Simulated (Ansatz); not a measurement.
This log comes from Ansatz, run on CdTe built on the zincblende prototype. The geometry is the r2SCAN minimum.

Structure:
```
Cd Te
1.0
     0.00000    3.27996    3.27996
     3.27996    0.00000    3.27996
     3.27996    3.27996    0.00000
Cd Te
1 1
Direct
  0.00000 0.00000 0.00000
  0.25000 0.25000 0.25000
```

Abridged output:
```
Functional definition: PBE0
Crystal: 2 atoms, lattice volume = 70.572 Å³
Basis set: ecut = 420 eV, 1411 PW (Γ)
Bands: 22, of which v1, the nominal top of the filled ones, is band 18 counted from 1 (17 counted from 0)
Symmetry: 24 space group operations
Space group: F-43m (ITA 216)
k-points: 8 of 64 (time reversal used)
[warm-up without exact exchange]
SCF 1 stopped early in 2 iterations: F = -15235.274308 eV  dr2 = 1.25e-5
[exact exchange on]
Exchange kernel: α = 0.2500, full range, Wigner–Seitz truncation, v(0) = 9472.2812 eV·Å³, q-mesh 4×4×4
SCF 2 stopped early in 6 iterations: F = -15242.091411 eV  dr2 = 3.74e-6
hybrid outer 1: dexx = +1.316e-2 eV, tail = 8.29e-5 eV
SCF 3 converged in 3 iterations: F = -15242.091623 eV  dr2 = 5.31e-8
hybrid outer 2: dexx = +8.983e-7 eV, tail = 1.46e-7 eV, Δε = 2.55e-3 eV
hybrid SCF converged: 2 outer / 9 inner (+2 warm-up)
Free energy (F): -15242.091623 eV
Fermi energy:    6.143670 eV
--- G₀W₀: contour deformation, 7 samples at zero and on the imaginary axis and 3 off it, 64 q-points, 386 empty bands' worth ---
    ik  band        ε_KS         Σx   Σc(E_QP)       V_xc       Z   E_QP_lin       E_QP  E_QP is
     0    17      6.1437   -17.4839     1.1115   -16.2255  0.7959     5.9965     5.9968  root
     0    18      6.1437   -17.4839     1.1115   -16.2255  0.7959     5.9965     5.9968  root
     0    19      8.3069    -8.8185    -3.7472   -12.2230  0.8160     7.9656     7.9642  root
     0    20     12.3127    -6.2732    -3.8513    -9.8068  0.8026    11.9966    11.9951  root
     1    17      5.7141   -16.9511     1.1834   -15.6099  0.7934     5.5559     5.5562  root
     1    18      5.7141   -16.9511     1.1834   -15.6099  0.7934     5.5559     5.5562  root
     1    19      9.5754    -8.2702    -3.7512   -11.6926  0.8110     9.2480     9.2466  root
     1    20     12.8776    -6.3448    -3.9541    -9.9691  0.7973    12.5496    12.5478  root
     2    17      5.3533   -16.6045     1.2665   -15.1748  0.7907     5.1898     5.1902  root
     2    18      5.3533   -16.6045     1.2665   -15.1748  0.7907     5.1898     5.1902  root
     2    19      9.4135    -7.9012    -3.6880   -11.2654  0.8131     9.0910     9.0897  root
     2    20     12.8950    -6.0739    -3.8693    -9.6012  0.8000    12.5549    12.5529  root
     3    17      5.0475   -16.2062     1.3149   -14.7242  0.7888     4.8799     4.8803  root
     3    18      5.0475   -16.2062     1.3149   -14.7242  0.7888     4.8799     4.8803  root
     3    19     10.5751    -8.5395    -3.8193   -12.0570  0.8040    10.2744    10.2732  root
     3    20     10.9120    -5.9120    -3.6136    -9.1063  0.8137    10.4951    10.4928  root
     6    17      4.2340   -15.5037     1.5202   -13.8099  0.7806     4.0598     4.0603  root
     6    18      4.2340   -15.5037     1.5202   -13.8099  0.7806     4.0598     4.0603  root
     6    19     10.1569    -5.4158    -3.3797    -8.3718  0.8197     9.7355     9.7332  root
     6    20     10.2813    -7.5421    -3.5965   -10.8126  0.8106     9.9568     9.9554  root
```

The points are ik 0 = (0, 0, 0) (Γ), ik 1 = (0, 0, 1/4), ik 2 = (0, 0, -1/2), ik 3 = (0, 1/4, 1/4), ik 6 = (0, -1/2, -1/2); band 18 is the last filled one.

Q: What input produced it? Give the YAML.

A:
```yaml
crystal:
  # lattice and atoms as above
kpoints:
  mp_grid: { grid: [4, 4, 4] }
hamiltonian:
  xc: pbe0
scf:
  occupations: { method: fixed }
gw:
  n_empty_bands: 386
  ecut_chi: 180
  qp_bands: [v2, c2]
  qp_kpoints: band_edges
  screening: { model: contour_deformation }
```
The quasiparticle table needs the gw block. The exchange loop shows exact exchange. This is the file that was run; thresholds and some counts can't be read off the log exactly.

Spin-unpolarised throughout; all numbers are computed.

No spin-orbit coupling is included; it can move band edges with weight on the heavy atoms by tenths of an eV.
